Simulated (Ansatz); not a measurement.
All-electron card of Li$_{2}$S

```
CELL_PARAMETERS angstrom
0.00000 2.85400 2.85400
2.85400 0.00000 2.85400
2.85400 2.85400 0.00000
ATOMIC_POSITIONS crystal
Li 0.25000 0.25000 0.25000
Li 0.75000 0.75000 0.75000
S 0.00000 0.00000 0.00000
```

Atom numbers follow the list: Li1, Li2, S3.

The cell is COD entry 1010874, as deposited and not checked against the literature; nothing was relaxed.

Levels of theory: DFT, PBE, all-electron LAPW, scalar-relativistic (Ansatz 0.2.0); DFT, PBE, PAW with Ansatz's default frozen-core files, scalar-relativistic (Ansatz 0.2.0).

For LAPW: a Γ-centred 7×7×7 k mesh, Fermi–Dirac smearing of 0.02 eV, basis error target 1 meV/atom, no spin polarisation. PAW takes a cutoff of 420 eV at this cell. The Ansatz runs share mesh, smearing and spin set-up. Values come from LAPW unless marked.

```json
{
  "Band gap": "3.39 eV, indirect from Γ to X (0.5, 0, 0.5)",
  "Smallest direct gap on the path": "4.24 eV",
  "Löwdin charges (with 0.14 e of the cell spilling out of the atomic basis, so their sizes and signs hang on that basis)": "Li1 0.65, S3 -1.15 e",
  "Bader charges (from the PAW run)": "Li1 +0.86, S3 -1.73 e",
  "Volume per atom": "15.50 Å³",
  "Pressure at this cell": "-0.05 GPa"
}
```
